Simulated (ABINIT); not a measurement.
Set up this calculation in ABINIT 10.8.3 (patched build), as the native input.

```
Task                : band structure
Functional          : PBE
Potentials or basis : PseudoDojo NC SR PBE v0.4.1 standard
Cutoff              : 1116 eV
k mesh              : 10 × 10 × 5
Occupations         : fermi-dirac, width 0.05 eV
Spin                : no spin polarisation
```

SiC (Moissanite):

```
Si C
1.0
     3.07600    0.00000    0.00000
    -1.53800    2.66389    0.00000
     0.00000    0.00000    5.04800
Si C
2 2
Direct
  0.66667 0.33333 0.50000
  0.33333 0.66667 0.00000
  0.66667 0.33333 0.88500
  0.33333 0.66667 0.38500
```

The input as run:

run.abi

```
ndtset 2

pp_dirpath "./"
pseudos "Si.upf, C.upf"

acell 3*1.0 Angstrom
rprim
     3.0760000000     0.0000000000     0.0000000000
    -1.5380000000     2.6638941420     0.0000000000
     0.0000000000     0.0000000000     5.0480000000
ntypat 2
znucl 14 6
natom 4
typat 1 1 2 2
xcart
     1.5380000002     0.8879647139     2.5240000000
    -0.0000000002     1.7759294281     0.0000000000
     1.5380000002     0.8879647139     4.4674800000
    -0.0000000002     1.7759294281     1.9434800000 Angstrom

ecut 1115.666836 eV

ixc 11

occopt 3
tsmear 0.00183747

nstep 100

iomode 3
prtwf 0
prteig 0
prtebands 0
enunit 1
prtden1 1

kptopt1 1
ngkpt1 10 10 5
nshiftk1 1
shiftk1 0.0 0.0 0.0
nband1 12
tolvrs1 1.0e-10

iscf2 -2
getden2 1
nband2 16
nbdbuf2 2
tolwfr2 1.0e-12
kptopt2 -7
ndivsm2 6
prteig2 1
kptbounds2
     0.0000000000     0.0000000000     0.0000000000
     0.5000000000     0.0000000000     0.0000000000
     0.3333333333     0.3333333333     0.0000000000
     0.0000000000     0.0000000000     0.0000000000
     0.0000000000     0.0000000000     0.5000000000
     0.5000000000     0.0000000000     0.5000000000
     0.3333333333     0.3333333333     0.5000000000
     0.0000000000     0.0000000000     0.5000000000
```

Potentials or basis: PseudoDojo NC SR PBE v0.4.1 standard.

Command:

```bash
$ abinit run.abi > log 2>&1
```

It gave:

The pressure is 3.7 GPa, the largest force is 0.760 eV/Å and the band gap on the k mesh is 2.49 eV, indirect (least direct gap 4.09 eV). The band gap along the path is 2.33 eV, indirect (least direct gap 4.09 eV) and the valence electrons inside the program's atomic spheres are Si 1.94; C 4.26.

Caveat: the mesh misses the band edges, which the band path finds closer together.

Wall time 100 s on 1 thread of Arm Neoverse V2, on a shared host, peak memory 0.13 GiB.
